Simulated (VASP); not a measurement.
# In in VASP: relaxation of the atoms with PBE+D3(BJ)

Aim: the relaxation of the atoms of In with PBE+D3(BJ).

Program: VASP 6.6.1. These are calculated values, not measurements. Logs are shortened: lines on timing, memory, paths and dates and some standing lists are left out, and cuts for length are marked.

### 1 The cell of the first run

The cell holds a slab with vacuum, 5 atoms: a = 3.364 Å, b = 3.364 Å, c = 25.800 Å, α = 90.00°, β = 90.00°, γ = 120.00°.

The slab is cut from a database's or a generator's crystal, which needn't be the stable form of the element.

### 2 Relaxation of the atoms, PBE+D3(BJ) (the (0 0 1) slab of In, cut from the database cell, not relaxed)

INCAR

```
SYSTEM = In
PREC     = Accurate       ! precision mode
ENCUT    = 520            ! plane-wave cutoff, eV
EDIFF    = 1E-7           ! SCF threshold, eV
ISMEAR   = 0              ! smearing method
SIGMA    = 0.05           ! smearing width, eV
LREAL    = .False.        ! projectors in reciprocal space
LASPH    = .True.         ! aspherical terms in the spheres
NELM     = 80             ! most SCF steps
ALGO     = Normal         ! electronic algorithm
ISIF     = 2              ! what is computed and relaxed
LWAVE    = .False.        ! write WAVECAR
LCHARG   = .False.        ! write CHGCAR
LDIPOL   = .True.       
IDIPOL   = 3            
DIPOL    = 0.5 0.5 0.500
GGA      = PE             ! functional
IVDW     = 12             ! dispersion correction
IBRION   = 2              ! ionic algorithm
NSW      = 60             ! ionic steps
EDIFFG   = -0.01          ! ionic threshold
```

KPOINTS

```
Automatic mesh
0
Gamma
  9 9 1
  0 0 0
```

POSCAR

```
In
1.0
    3.3638438630      0.0000000000      0.0000000000
   -1.6819219315      2.9131742397      0.0000000000
    0.0000000000      0.0000000000     25.7997083600
In
5
Selective dynamics
Direct
    0.0000000000      0.0000000000      0.2907009605  F F F
    0.3333333300      0.6666666600      0.3953504802  F F F
    0.0000000000      0.0000000000      0.5000000000  T T T
    0.6666666700      0.3333333400      0.6046495198  T T T
    0.0000000000      0.0000000000      0.7092990395  T T T
```

Potentials or basis: VASP PAW PBE potentials, release 64 (In_d).

The run is started by

```bash
$ cat potpaw_PBE.64/In_d/POTCAR > POTCAR
$ mpirun -np 1 vasp_std > vasp.out
```

OUTCAR:

```text
SYSTEM = In
   PREC = Accurate
   ENCUT = 520
   EDIFF = 1E-7
   ISMEAR = 0
   LREAL = .False.
   LASPH = .True.
   NELM = 80
   ISIF = 2
   GGA = PE
   IVDW = 12
   IBRION = 2
   NSW = 60
   EDIFFG = -0.01
 IVDW          = 12

 ion  position               nearest neighbor table
   1  0.000  0.000  0.291-   2 3.33   2 3.33   2 3.33
   2  0.333  0.667  0.395-   1 3.33   3 3.33   1 3.33   1 3.33   3 3.33   3 3.33
   3  0.000  0.000  0.500-   2 3.33   4 3.33   4 3.33   2 3.33   2 3.33   4 3.33
   4  0.667  0.333  0.605-   5 3.33   3 3.33   5 3.33   5 3.33   3 3.33   3 3.33
   5  0.000  0.000  0.709-   4 3.33   4 3.33   4 3.33

  LATTYP: Found a hexagonal cell.
 ALAT       =     3.3638438630
 C/A-ratio  =     7.6697104297

  Lattice vectors:

 A1 = (   3.3638438630,   0.0000000000,   0.0000000000)
 A2 = (  -1.6819219315,   2.9131742397,   0.0000000000)
 A3 = (   0.0000000000,   0.0000000000,  25.7997083600)

Analysis of symmetry for initial positions (statically):
=====================================================================
 Subroutine PRICEL returns:
 Original cell was already a primitive cell.

 Routine SETGRP: Setting up the symmetry group for a
 hexagonal supercell.

 Subroutine GETGRP returns: Found 12 space group operations
 (whereof 12 operations were pure point group operations)
 out of a pool of 24 trial point group operations.

The static configuration has the point symmetry D_3d.

Analysis of symmetry for dynamics (positions and initial velocities):
=====================================================================
 Subroutine PRICEL returns:
 Original cell was already a primitive cell.

 Routine SETGRP: Setting up the symmetry group for a
 hexagonal supercell.

 Subroutine GETGRP returns: Found 12 space group operations
 (whereof 12 operations were pure point group operations)
 out of a pool of 24 trial point group operations.

The dynamic configuration has the point symmetry D_3d.

Analysis of constrained symmetry for selective dynamics:
=====================================================================
 Subroutine PRICEL returns:
 Original cell was already a primitive cell.

 Routine SETGRP: Setting up the symmetry group for a
 hexagonal supercell.

 Subroutine GETGRP returns: Found  6 space group operations
 (whereof  6 operations were pure point group operations)
 out of a pool of 24 trial point group operations.

The constrained configuration has the point symmetry C_3v.

 Subroutine INISYM returns: Found  6 space group operations
 (whereof  6 operations are pure point group operations),
 and found     1 'primitive' translations

----------------------------------------------------------------------------------------

                                     Primitive cell

  volume of cell :     252.8233

  direct lattice vectors                    reciprocal lattice vectors
     3.363843863  0.000000000  0.000000000     0.297278958  0.171634087  0.000000000
    -1.681921932  2.913174240  0.000000000     0.000000000  0.343268173  0.000000000
     0.000000000  0.000000000 25.799708360     0.000000000  0.000000000  0.038760128

  length of vectors
     3.363843863  3.363843863 25.799708360     0.343268173  0.343268173  0.038760128

  position of ions in fractional coordinates (direct lattice)
     0.000000000  0.000000000  0.290700960
     0.333333330  0.666666660  0.395350480
     0.000000000  0.000000000  0.500000000
     0.666666670  0.333333340  0.604649520
     0.000000000  0.000000000  0.709299040

  ion indices of the primitive-cell ions
   primitive index   ion index
                 1           1
                 2           2
                 3           3
                 4           4
                 5           5

----------------------------------------------------------------------------------------

 KPOINTS: Automatic mesh

Automatic generation of k-mesh.
 Grid dimensions read from file:
 generate k-points for:    9    9    1

 Generating k-lattice:

  Cartesian coordinates                     Fractional coordinates (reciprocal lattice)
     0.033030995  0.019070454  0.000000000     0.111111111  0.000000000  0.000000000
     0.000000000  0.038140908  0.000000000     0.000000000  0.111111111  0.000000000
     0.000000000  0.000000000  0.038760128     0.000000000  0.000000000  1.000000000

  Length of vectors
     0.038140908  0.038140908  0.038760128

  Shift w.r.t. Gamma in fractional coordinates (k-lattice)
     0.000000000  0.000000000  0.000000000

 Subroutine IBZKPT returns following result:
 ===========================================

 Found     12 irreducible k-points:

 Following reciprocal coordinates:
            Coordinates               Weight
  0.000000  0.000000  0.000000      1.000000
  0.111111  0.000000  0.000000      6.000000
  0.222222 -0.000000  0.000000      6.000000
  0.333333 -0.000000  0.000000      6.000000
  0.444444 -0.000000  0.000000      6.000000
  0.111111  0.111111  0.000000      6.000000
  0.222222  0.111111  0.000000     12.000000
  0.333333  0.111111  0.000000     12.000000
  0.444444  0.111111  0.000000      6.000000
  0.222222  0.222222  0.000000      6.000000
  0.333333  0.222222  0.000000     12.000000
  0.333333  0.333333  0.000000      2.000000
   k-points           NKPTS =     12   k-points in BZ     NKDIM =     12   number of bands    NBANDS=     39
   number of dos      NEDOS =    301   number of ions     NIONS =      5
   total plane-waves  NPLWV = 150528
   dimension x,y,z NGX =    28 NGY =   28 NGZ =  192
   dimension x,y,z NGXF=    56 NGYF=   56 NGZF=  384
   ions per type =               5
   NGX,Y,Z   is equivalent  to a cutoff of  13.84, 13.84, 12.37 a.u.
   NGXF,Y,Z  is equivalent  to a cutoff of  27.68, 27.68, 24.74 a.u.
 SYSTEM =  In
   PREC   = accura    normal or accurate (medium, high low for compatibility)
   ISTART =      0    job   : 0-new  1-cont  2-samecut
   ICHARG =      2    charge: 1-file 2-atom 10-const
   ISPIN  =      1    spin polarized calculation?
   LNONCOLLINEAR =      F non collinear calculations
   LSORBIT =      F    spin-orbit coupling
   LASPH  =      T    aspherical Exc in radial PAW
   ENCUT  =  520.0 eV  38.22 Ry    6.18 a.u.   6.25  6.25 47.97*2*pi/ulx,y,z
   NELM   =     80;   NELMIN=  2; NELMDL= -5     # of ELM steps
   EDIFF  = 0.1E-06   stopping-criterion for ELM
   LREAL  =      F    real-space projection
   EDIFFG = -.1E-01   stopping-criterion for IOM
   NSW    =     60    number of steps for IOM
   IBRION =      2    ionic relax: 0-MD 1-quasi-New 2-CG
   NFREE  =      1    steps in history (QN), initial steepest desc. (CG)
   ISIF   =      2    stress and relaxation
   ISYM   =      2    0-nonsym 1-usesym 2-fastsym
   POTIM  = 0.5000    time-step for ionic-motion
   TEBEG  =    0.0;   TEEND  =   0.0 temperature during run
   PSTRESS=    0.0 pullay stress
   NELECT =      65.0000    total number of electrons
   NUPDOWN=      -1.0000    fix difference up-down
   EMIN   =  10.00;   EMAX   =-10.00  energy-range for DOS
   EFERMI =   0.00;   METHOD = LEGACY
   ISMEAR =     0;   SIGMA  =   0.05  broadening in eV -4-tet -1-fermi 0-gaus
   EFERMI_NEDOS =   21; number of points for ismear=-14 and -15
   IALGO  =     38    algorithm
   IMIX   =      4    mixing-type and parameters
     AMIX     =   0.40;   BMIX     =  1.00
     AMIX_MAG =   1.60;   BMIX_MAG =  1.00
  volume/ion in A,a.u.               =      50.56       341.23
  Fermi-wavevector in a.u.,A,eV,Ry     =   1.040975  1.967157 14.743664  1.083629
  Thomas-Fermi vector in A             =   2.175575
   LORBIT       =      0    0 simple, 1 ext, 2 COOP (PROOUT), +10 PAW based schemes
   GGA     = PE    functional components
   LHFCALC =     F    Hartree Fock is set to
   AEXX    =    0.0000 exact exchange contribution
   IVDW    =    12    specifies the selected vdW correction
   LEPSILON=     F    determine dielectric tensor
   LRPA    =     F    only Hartree local field effects (RPA)
 conjugate gradient relaxation of ions
 non-spin polarized calculation
 Gauss-broadening in eV      SIGMA  =   0.05
  energy-cutoff  :      520.00
  volume of cell :      252.82
 maximum number of plane-waves:      6832
 NGX is ok and might be reduce to    28
   NGX = 13   NGY = 13   NGZ = 95

--------------------------------------- Ionic step        1  -------------------------------------------

 number of electron      64.9999992 magnetization

 Free energy of the ion-electron system (eV)
  ---------------------------------------------------
  ext. energy  EPLUGINS =         0.00000000
  ---------------------------------------------------
  free energy    TOTEN  =       -12.39048805 eV

  energy without entropy =      -12.38573572  energy(sigma->0) =      -12.38811189

------------------------ aborting loop because EDIFF is reached ----------------------------------------

 Edisp (eV)   -1.35751

 E8    (eV) :    -0.6931
[... 114 lines left out ...]
  FREE ENERGIE OF THE ION-ELECTRON SYSTEM (eV)
  ---------------------------------------------------
  free  energy   TOTEN  =       -13.7504427681 eV

  energy  without entropy=      -13.7456107598  energy(sigma->0) =      -13.74802676

 vacuum level on the upper side and lower side of the slab       (xc-potential included)        -0.020         0.003

[... ionic steps 4 to 9 ...]

--------------------------------------- Ionic step       10  -------------------------------------------

 number of electron      64.9999990 magnetization

------------------------ aborting loop because EDIFF is reached ----------------------------------------
[... 75 lines left out ...]
  FREE ENERGIE OF THE ION-ELECTRON SYSTEM (eV)
  ---------------------------------------------------
  free  energy   TOTEN  =       -13.7564508046 eV

  energy  without entropy=      -13.7536376979  energy(sigma->0) =      -13.75504425

 dipolmoment           0.000000      0.000000      0.013156 electrons x Angstroem

--------------------------------------- Ionic step       12  -------------------------------------------

 number of electron      64.9999991 magnetization

 dipolmoment           0.000000      0.000000     -0.000157 electrons x Angstroem

 Free energy of the ion-electron system (eV)
  ---------------------------------------------------
  ext. energy  EPLUGINS =         0.00000000
  ---------------------------------------------------
  free energy    TOTEN  =       -12.38384826 eV

  energy without entropy =      -12.38087408  energy(sigma->0) =      -12.38236117

 E-fermi :   2.0972     XC(G=0):  -5.9175

 val. band max:        2.0847855557   @ k =   0.2222   0.2222   0.0000
 cond. band min:       2.1399690348   @ k =   0.3333  -0.0000   0.0000
 fundamental gap:      0.0551834790
 Fermi energy:         2.0971574049

 k-point     1 :       0.0000    0.0000    0.0000
  band No.  band energies     occupation
      1     -12.6181      2.00000
      2     -12.6048      2.00000
      3     -12.5711      2.00000
      4     -12.5659      2.00000
      5     -12.5641      2.00000
      6     -12.5641      2.00000
[... 493 lines left out ...]
     38       3.0346      0.00000
     39       3.8265      0.00000

------------------------ aborting loop because EDIFF is reached ----------------------------------------

 vacuum level on the upper side and lower side of the slab       (xc-potential included)        -0.092        -0.091

 Edisp (eV)   -1.37326

 E8    (eV) :    -0.7015

  FORCE on cell =-STRESS in cart. coord.  units (eV):
  Direction    XX          YY          ZZ          XY          YZ          ZX
  --------------------------------------------------------------------------------------
  -------------------------------------------------------------------------------------
  Total      -0.78891    -0.78891     0.00490    -0.00000     0.00000    -0.00000
  in kB      -4.99943    -4.99943     0.03103    -0.00000     0.00000    -0.00000
  external pressure =       -3.32 kB  Pullay stress =        0.00 kB
[... 20 lines left out ...]
  FREE ENERGIE OF THE ION-ELECTRON SYSTEM (eV)
  ---------------------------------------------------
  free  energy   TOTEN  =       -13.7571114771 eV

  energy  without entropy=      -13.7541372906  energy(sigma->0) =      -13.75562438

 reached required accuracy - stopping structural energy minimisation

 vacuum level on the upper side and lower side of the slab         5.783         5.783
```

It took 18 min on 1 thread of Intel Xeon Platinum 8488C (Sapphire Rapids), shared host; peak memory 0.45 GiB.

Results:

- Free energy: -13.7571 eV
- Energy gained by relaxing: 1.8 meV/atom
- Ionic steps: 12
- Band gap on the k mesh: none (metal or under the smearing width)
- Dispersion energy per atom: -0.275 eV

Step by step:
| step | energy change (eV) | largest force (eV/Å) | pressure (GPa) |
| --- | --- | --- | --- |
| 1 | 0.0000 | 0.1407 | -0.54 |
| 2 | -0.0009 | 0.1421 | -0.54 |
| 3 | -0.0024 | 0.1470 | -0.55 |
| 4 | -0.0026 | 0.1490 | -0.55 |
| 5 | -0.0032 | 0.1382 | -0.52 |
| 6 | -0.0045 | 0.1069 | -0.55 |
| 7 | -0.0058 | 0.0560 | -0.49 |
| 8 | -0.0068 | 0.0487 | -0.44 |
| 9 | -0.0088 | 0.0315 | -0.38 |
| 10 | -0.0089 | 0.0409 | -0.34 |
| 11 | -0.0085 | 0.0614 | -0.34 |
| 12 | -0.0091 | 0.0204 | -0.33 |

Final structure:
```
In
1.0
     3.36384    0.00000    0.00000
    -1.68192    2.91317    0.00000
     0.00000    0.00000   25.79971
In
5
Cartesian
  0.0000 0.0000 7.5000
  0.0000 1.9421 10.1999
  0.0000 0.0000 12.8316
  1.6819 0.9711 15.4618
  0.0000 0.0000 18.1684
```

Levels at points of the mesh, in eV from the Fermi level:
```tsv
k point	band 30	band 31	band 32	band 33	band 34	band 35
(0.00, 0.00, 0.00)	-4.97	-2.54	-0.50	1.62	3.11	3.93
```
